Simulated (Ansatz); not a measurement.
Runs of Ansatz 0.2.0 on C. The structure is cubic, space group Fd-3m (No. 227). The conventional cell has a = 3.567 Å, b = 3.567 Å, c = 3.567 Å, α = 90.00°, β = 90.00°, γ = 90.00°. C (site symmetry -43m) is surrounded by 4 C at 1.54 Å. This isn't the form of C at room conditions, which is graphite.

```tsv
level	cutoff (eV)	share of exact exchange	gap on the mesh (eV)	pressure (GPa)
PBE0	600	0.25	6.08	(c)
PBE with a typed share of exact exchange	600	0.4	7.26	(b)
PBE	540	-	4.16	1.8
PBE with a typed share of exact exchange	600	0.1	4.92	(a)
```

Alike in all rows: task single point; potentials or basis all-electron PAW datasets made for the crystal; no spin polarisation; cell as given; k mesh 6 × 6 × 6; smearing fermi-dirac 0.05 eV; the mesh is coarse, so values aren't converged.

Question: Estimate the missing entries.

Answer: (a) -2.3; (b) -14.0; (c) -8.2.

Caveats: all runs use coarse meshes.

A k mesh can miss the band edges.
